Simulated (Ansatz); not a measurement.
# Si: the cost of one run

Method: DFT, plane waves, PAW, no spin polarisation, in Ansatz 0.2.0.

## Step 1: The starting structure

The cell holds 16 atoms (Si16): a = 7.664 Å, b = 7.664 Å, c = 6.341 Å, α = 90.00°, β = 90.00°, γ = 120.00°.

Structure file:

```
CELL_PARAMETERS angstrom
7.66426 0.00000 0.00000
-3.83213 6.63744 0.00000
0.00000 0.00000 6.34122
ATOMIC_POSITIONS crystal
Si 0.16667 0.33333 0.00056
Si 0.33333 0.16667 0.50056
Si 0.16667 0.33333 0.37444
Si 0.33333 0.16667 0.87444
Si 0.16667 0.83333 0.00056
Si 0.33333 0.66667 0.50056
Si 0.16667 0.83333 0.37444
Si 0.33333 0.66667 0.87444
Si 0.66667 0.33333 0.00056
Si 0.83333 0.16667 0.50056
Si 0.66667 0.33333 0.37444
Si 0.83333 0.16667 0.87444
Si 0.66667 0.83333 0.00056
Si 0.83333 0.66667 0.50056
Si 0.66667 0.83333 0.37444
Si 0.83333 0.66667 0.87444
```

## Step 2: Run 1: PBEsol

Input file input.yaml:

```yaml
crystal:
  lattice:
    - [7.6642590827, 0.0, 0.0]
    - [-3.8321295414, 6.6374430668, 0.0]
    - [0.0, 0.0, 6.3412168871]
  atoms:
    - { symbol: Si, position: [0.1666666667, 0.3333333333, 0.0005609413] }
    - { symbol: Si, position: [0.3333333333, 0.1666666667, 0.5005609413] }
    - { symbol: Si, position: [0.1666666667, 0.3333333333, 0.3744390587] }
    - { symbol: Si, position: [0.3333333333, 0.1666666667, 0.8744390587] }
    - { symbol: Si, position: [0.1666666667, 0.8333333333, 0.0005609413] }
    - { symbol: Si, position: [0.3333333333, 0.6666666667, 0.5005609413] }
    - { symbol: Si, position: [0.1666666667, 0.8333333333, 0.3744390587] }
    - { symbol: Si, position: [0.3333333333, 0.6666666667, 0.8744390587] }
    - { symbol: Si, position: [0.6666666667, 0.3333333333, 0.0005609413] }
    - { symbol: Si, position: [0.8333333333, 0.1666666667, 0.5005609413] }
    - { symbol: Si, position: [0.6666666667, 0.3333333333, 0.3744390587] }
    - { symbol: Si, position: [0.8333333333, 0.1666666667, 0.8744390587] }
    - { symbol: Si, position: [0.6666666667, 0.8333333333, 0.0005609413] }
    - { symbol: Si, position: [0.8333333333, 0.6666666667, 0.5005609413] }
    - { symbol: Si, position: [0.6666666667, 0.8333333333, 0.3744390587] }
    - { symbol: Si, position: [0.8333333333, 0.6666666667, 0.8744390587] }
kpoints:
  mp_grid: { grid: [3, 3, 2] }
hamiltonian:
  xc: pbesol
scf:
  occupations: { method: fermi_dirac, width: 0.052 }
md:
  ensemble: nve
  temperature: 600
  timestep: 1.5
  n_steps: 20
  initial_velocities: maxwell_boltzmann
  seed: 2514
```

On the command line:

```
$ ansatz run input.yaml --threads 4 --pin off --max-ram 3686MiB --backend cpu --events-out ev --progress --plain --runs-dir out
```

**Question.** How long does this run take on 4 threads of Arm Neoverse N1, shared host, and how much memory does it need?

About 87 s, with a peak of 0.72 GiB.
